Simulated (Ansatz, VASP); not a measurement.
One calculation of SiC, two programs

```
Si C
1.0
     3.09500    0.00000    0.00000
    -1.54750    2.68035    0.00000
     0.00000    0.00000    5.68434
Si C
1 1
Direct
  0.66667 0.33333 0.00000
  0.33333 0.66667 0.00000
```

Alike in both runs: task relaxation of cell and atoms; functional PBE; k mesh 6 × 6 × 4; occupations gaussian, width 0.1 eV; no spin polarisation.

|  | VASP | Ansatz |
| --- | --- | --- |
| version | VASP 6.6.1 | Ansatz 0.2.0 |
| potentials or method | VASP PAW PBE potentials, release 64 (Si, C) | scalar-relativistic, plane waves, PAW |
| plane-wave cutoff (eV) | 600 | 420 |
| valence electrons in the cell | 8 | 8 |

```tsv
	VASP	Ansatz	Ansatz less VASP
gap on the k mesh at the Fermi level, each at its own relaxed structure (eV)	2.38	2.39	+0.008
relaxed volume (Å³/atom)	23.58	23.58	0.000
relaxed cell length with the largest relative difference (Å)	3.095	3.095	0.0000
```

Caveats: the relaxation stopped at its first step, so nothing moved. As with any semilocal functional, this PBE gap is likely too small. A k mesh can miss the band edges.
